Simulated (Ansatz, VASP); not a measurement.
# One calculation of Ag, two programs

```xyz
1
Lattice="-1.6557 1.6557 1.6557 1.6557 -1.6557 1.6557 1.6557 1.6557 -1.6557" Properties=species:S:1:pos:R:3 pbc="T T T"
Ag    0.0000    0.0000    0.0000
```

This isn't the form of Ag at room conditions, which is fcc.

Alike in both runs: task relaxation of cell and atoms; functional RPBE; dispersion D3(BJ); k mesh 11 × 11 × 11; occupations fermi-dirac, width 0.05 eV; no spin polarisation.

```csv
,VASP,Ansatz
version,VASP 6.6.1,Ansatz 0.2.0
potentials or method,"VASP PAW PBE potentials, release 64 (Ag)",Ansatz PAW
plane-wave cutoff (eV),600,420
valence electrons in the cell,11,19
```

VASP gave:

```
gap on the k mesh at the Fermi level, each at its own relaxed structure (eV) : none
relaxed volume (Å³/atom)                                                     : 14.20
relaxed cell length with the largest relative difference (Å)                 : 2.642
energy change over the relaxation (meV/atom)                                 : -463
```

Question: Which values does Ansatz return?

Answer: gap on the k mesh at the Fermi level, each at its own relaxed structure (eV): none; relaxed volume (Å³/atom): 14.23; relaxed cell length with the largest relative difference (Å): 2.644; energy change over the relaxation (meV/atom): -457.

A gap of «none» marks a metal or a gap that the smearing closes. The two sets of potentials don't hold the same shells in valence.

Caveats: the volume moved by over 15 % at a fixed basis, so the end points are rough; pairwise dispersion overbinds metals, which lowers pressure and volume; the PAW data sets were made with another functional, which shifts forces and pressure a little (VASP); the plane-wave basis is chosen anew once the cell has moved, so the energies of steps on either side of that aren't comparable (Ansatz); the PAW data sets come from PBE, with cores solved anew for the run's functional, which leaves a small shift of forces and pressure (Ansatz).
